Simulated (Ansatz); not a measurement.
# CuO: projected density of states with RPBE

Crystal: CuO.

```
CELL_PARAMETERS angstrom
4.16094 0.00000 0.00000
0.00000 4.16094 0.00000
0.00000 0.00000 3.88764
ATOMIC_POSITIONS crystal
Cu 0.50000 0.00000 0.50000
Cu 0.00000 0.50000 0.50000
Cu 0.00000 0.00000 0.00000
O 0.00000 0.00000 0.50000
O 0.50000 0.00000 0.00000
O 0.00000 0.50000 0.00000
```

Measurements of this composition are mostly on another form, of space group No. 15.

```
Program             : Ansatz 0.2.0
Task                : projected density of states
Functional          : RPBE
Potentials or basis : Ansatz PAW
Cutoff              : 420 eV (not typed: the program's choice for these potentials)
k mesh              : 7 × 7 × 7
Occupations         : fermi-dirac, width 0.05 eV
Spin                : no spin polarisation
```

| Quantity | Value |
| --- | --- |
| Pressure | 6.7 GPa |
| Band gap on the k mesh | none (metal or under the smearing width) |
| Density of states at the Fermi level | 3.82 states/eV per cell |

Stress tensor (GPa, compression positive):
```
6.38 0.00 0.00
0.00 6.38 0.00
0.00 0.00 7.27
```

Levels at points of the mesh, in eV from the Fermi level:
| k point | band 36 | band 37 | band 38 | band 39 | band 40 | band 41 |
| --- | --- | --- | --- | --- | --- | --- |
| (0.00, 0.00, 0.00) | -1.48 | -1.48 | -1.46 | -1.37 | 1.34 | 6.15 |

States per cell in windows of 1 eV (zero at the Fermi level; states under -8 eV left out):
| from (eV) | total | Cu 3d | O 2p | Cu 4s | O 2s | Cu 3p |
| --- | --- | --- | --- | --- | --- | --- |
| -8.0 | 1.31 | 0.27 | 0.85 | 0.18 | 0.01 | 0.00 |
| -7.0 | 3.28 | 0.63 | 2.29 | 0.30 | 0.03 | 0.01 |
| -6.0 | 4.48 | 1.45 | 2.84 | 0.11 | 0.02 | 0.01 |
| -5.0 | 4.72 | 2.07 | 2.55 | 0.04 | 0.02 | 0.00 |
| -4.0 | 2.61 | 1.47 | 1.09 | 0.02 | 0.01 | 0.00 |
| -3.0 | 11.64 | 10.33 | 1.07 | 0.18 | 0.04 | 0.00 |
| -2.0 | 11.04 | 8.86 | 1.77 | 0.21 | 0.11 | 0.00 |
| -1.0 | 6.07 | 3.05 | 2.71 | 0.10 | 0.12 | 0.00 |
| 0.0 | 2.57 | 1.25 | 1.23 | 0.03 | 0.02 | 0.00 |
| 1.0 | 0.33 | 0.13 | 0.14 | 0.03 | 0.01 | 0.00 |
| 2.0 | 0.37 | 0.02 | 0.05 | 0.15 | 0.04 | 0.00 |
| 3.0 | 1.12 | 0.05 | 0.18 | 0.42 | 0.07 | 0.00 |
| 4.0 | 0.62 | 0.04 | 0.13 | 0.29 | 0.03 | 0.00 |
| 5.0 | 0.71 | 0.01 | 0.09 | 0.37 | 0.05 | 0.00 |
| 6.0 | 1.41 | 0.02 | 0.17 | 0.71 | 0.06 | 0.00 |
| 7.0 | 1.84 | 0.01 | 0.15 | 0.76 | 0.04 | 0.00 |

It took 13 s on 2 threads of Arm Neoverse V2 (shared host), peak memory 0.49 GiB.

Caveat: the pressure holds a Pulay correction of +0.6 GPa for the finite cutoff; an odd number of electrons without spin polarisation forces a metal; a magnetic or distorted state may lie lower; the run has no spin polarisation, though such a crystal can be magnetic; semilocal functionals often make such compounds metallic where correlation or magnetic order opens a gap, which also shifts bond lengths; the PAW data sets come from PBE, with cores solved anew for the run's functional, which leaves a small shift of forces and pressure. With open d or f shells a metallic result of RPBE can be an artefact of self-interaction; +U or a hybrid may open a gap.
